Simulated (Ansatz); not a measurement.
**NiO (Fm-3m): other levels of theory at one geometry**

An exercise on one series of results from a longer session: the logs are not shown, and one member is left open.

Method: DFT at several levels, plane waves, PAW, in Ansatz 0.2.0.

2 further runs of the same task are left out: 1 that didn't finish, 1 set aside as unsound or not needed.

### The starting structure

Symmetry: Fm-3m, No. 225, cubic system. Conventional cell: a = 4.251 Å, b = 4.251 Å, c = 4.251 Å, α = 90.00°, β = 90.00°, γ = 90.00°. Ni (site symmetry m-3m) has 6 O at 2.13 Å as nearest neighbours. O (site symmetry m-3m) is surrounded by 6 Ni at 2.13 Å.

Coordinates:

```
CELL_PARAMETERS angstrom
0.00000 2.12617 2.12617
2.12617 0.00000 2.12617
4.24935 4.24935 0.00299
ATOMIC_POSITIONS crystal
Ni 0.00000 0.00000 0.00000
O 0.50000 0.50000 0.25000
Ni 0.00000 0.00000 0.50000
O 0.50000 0.50000 0.75000
```

An earlier run at PBE+U (U_eff = 6.2 eV on Ni 3d) left this cell at 9.601 Å³/atom and 0.00 GPa (10×10×5 mesh), mesh gap 2.81 eV, moments in the atoms' spheres Ni 1.69, -1.69 μB. The large moments point both ways and cancel.

Levels to run: PBE+U with U = 6 eV on Ni 3d; PBE+U with U = 2 eV on Ni 3d; PBE+U with U = 5 eV on Ni 3d; PBE+U+SOC with U = 6.2 eV on Ni 3d, moments along [001]; HSE06; PBE+U+SOC with U = 6.2 eV on Ni 3d, moments along [111]. Hardware: 4 threads of Arm Neoverse V2, shared host.

The first run:

input.yaml

```yaml
crystal:
  lattice:
    - [0.0, 2.1261674825, 2.1261674825]
    - [2.1261674825, 0.0, 2.1261674825]
    - [4.2493462858, 4.2493462858, 0.0029886792]
  atoms:
    - { symbol: Ni, position: [0.0, 0.0, 0.0], spin: 1.85 }
    - { symbol: O, position: [0.5000000045, 0.5000000045, 0.2499999932] }
    - { symbol: Ni, position: [0.0, 0.0, 0.5], spin: -1.85 }
    - { symbol: O, position: [0.4999999955, 0.4999999955, 0.7500000068] }
basis:
  ecutwfc: 420
  ecutrho_ratio: 4
kpoints:
  mp_grid: { grid: [10, 10, 5] }
hamiltonian:
  xc: pbe
  hubbard: { sites: [{ species: Ni, l: d, u_eff: 6.0 }] }
scf:
  occupations: { method: gaussian, width: 0.05 }
  lower_state_search: "off"
output:
  forces: true
  stress: true
  eigenvalues: true
  populations: true
  hubbard: { sites: [{ species: Ni, l: d }] }
  dos: { projected: true, de: 0.02 }
magnetization:
  spin_polarized: true
checkpoint:
  read: start.run
  write: ck
  compress: false
  write_wavefunctions: false
  write_every: 100000
```

start.run holds the state of a PBE+U run on this cell.

The run is started by

```
$ ansatz run input.yaml --threads 4 --pin off --max-ram 7168MiB --backend cpu --events-out ev --progress --plain --runs-dir out
```

Among the steps run: PBE+U with U = 6 eV on Ni 3d; PBE+U with U = 2 eV on Ni 3d; PBE+U with U = 5 eV on Ni 3d; Seeding on a coarse mesh: PBE+U+SOC with U = 6.2 eV on Ni 3d, moments along [001]; PBE+U+SOC with U = 6.2 eV on Ni 3d, moments along [001]; HSE06; Seeding on a coarse mesh: PBE+U+SOC with U = 6.2 eV on Ni 3d, moments along [111]; PBE+U+SOC with U = 6.2 eV on Ni 3d, moments along [111].

One table of the session follows, with a row left open; its other results are not shown here.

```
                                                  level  gap on the mesh (eV)  pressure (GPa)  largest spin moment (μB)
                         PBE+U with U = 6.2 eV on Ni 3d                  2.81             0.0                      1.69
                           PBE+U with U = 2 eV on Ni 3d                  1.97            -4.7                      1.53
                           PBE+U with U = 5 eV on Ni 3d                     ?               ?                         ?
                           PBE+U with U = 6 eV on Ni 3d                  2.81            -0.2                      1.68
PBE+U+SOC with U = 6.2 eV on Ni 3d, moments along [001]                  2.81             0.1                      1.68
PBE+U+SOC with U = 6.2 eV on Ni 3d, moments along [111]                  2.81             0.1                      1.68
                                                  HSE06                  4.14           -10.1                      1.70
```

Q: Estimate the row for PBE+U with U = 5 eV on Ni 3d from the others.

The run gave: gap on the mesh (eV): 2.77; pressure (GPa): -1.3; largest spin moment (μB): 1.65. In the column «gap on the mesh (eV)» it lies between PBE+U with U = 2 eV on Ni 3d (1.97) and PBE+U with U = 6.2 eV on Ni 3d (2.81).

Caveats from the session: Runs that start from the base's state can stay on it, so another U may have a lower state that wasn't reached. Warnings in the runs' records: stress scf threshold loose, stability check not made, stress exchange threshold loose.
